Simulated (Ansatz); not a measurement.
The system is NiO.

```
Ni O
1.0
     0.00000    2.09131    2.09131
     2.09131    0.00000    2.09131
     2.09131    2.09131    0.00000
Ni O
1 1
Direct
  0.00000 0.00000 0.00000
  0.50000 0.50000 0.50000
```

Base run:

* Program: Ansatz 0.2.0
* Functional: PBE
* Potentials or basis: Ansatz PAW
* Cutoff: 420 eV (not typed: the program's choice for these potentials)
* k mesh: 11 × 11 × 11
* Occupations: fermi-dirac, width 0.05 eV
* Spin: collinear spin, ferromagnetic start
* Starting moments: [1.0, 0.0] μB
* Hubbard terms: Ni d U = 3 eV

Its results: band gap on the k mesh 0.81 eV, indirect (least direct gap 1.64 eV); pressure 9.6 GPa; net moment 2.00 μB per cell; site moments Ni +1.66; O +0.28 μB.

Question: The run is repeated on the same cell with these changes: hubbard terms from Ni d U = 3 eV to Ni d U = 8 eV. What comes out?

Answer: Band gap on the k mesh 2.40 eV, indirect (least direct gap 3.59 eV); pressure 14.3 GPa; net moment 2.00 μB per cell; site moments Ni +1.75; O +0.17 μB.

Caveats: the magnetic or orbital state may not be the lowest; a cell with one magnetic atom can't hold antiferromagnetic order, which such compounds often take.
